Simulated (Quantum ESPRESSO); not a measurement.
**Os: zone-centre phonons under several settings**

```
CELL_PARAMETERS angstrom
2.73410 0.00000 0.00000
-1.36705 2.36780 0.00000
0.00000 0.00000 4.31970
ATOMIC_POSITIONS crystal
Os 0.66667 0.33333 0.75000
Os 0.33333 0.66667 0.25000
```

All runs used Quantum ESPRESSO 7.5; k mesh 11 × 11 × 6; no spin polarisation.

```csv
level,potentials,geometry,cutoff (eV),occupations,volume (Å³/atom),pressure (GPa),lowest optical mode without the field (cm⁻¹),highest optical mode without the field (cm⁻¹)
PBE,SG15 PBE 1.2,relaxed cell,952,"methfessel-paxton, width 0.2 eV",14.26,0.0,149,216
AM05,PseudoDojo 0.4.1 SR PBE standard,"given cell, atoms relaxed",1007,"methfessel-paxton, width 0.136 eV",13.98,-5.4,151,219
WC,PseudoDojo 0.4.1 SR PBE standard,"given cell, atoms relaxed",1007,"methfessel-paxton, width 0.2 eV",13.98,?,?,?
BLYP,PseudoDojo 0.4.1 SR PBE standard,"given cell, atoms relaxed",1007,"methfessel-paxton, width 0.272 eV",13.98,25.0,148,229
LDA,GBRV 1.5 LDA,relaxed cell,612,"methfessel-paxton, width 0.272 eV",13.69,0.0,153,226
rev-vdW-DF2,PseudoDojo 0.4.1 SR PBE standard,"given cell, atoms relaxed",1007,"cold, width 0.136 eV",13.98,3.9,144,222
```

Problem. What stands in the row left open?

Solution. Pressure 0.3 GPa; lowest optical mode without the field 149 cm⁻¹; highest optical mode without the field 220 cm⁻¹.

Caveats: the mesh is thin for the phonons of a metal; the potentials were made for another functional, which shifts forces and pressure (some runs); the cell is more than 3 GPa from zero pressure, which shifts response properties (some runs); before the sum rule the acoustic modes lie tens of cm⁻¹ from zero, a sign that the density grid also shifts the optical modes (some runs).

For the row left open. Caveat: the mesh is thin for the phonons of a metal; the potentials were made for another functional, which shifts forces and pressure.
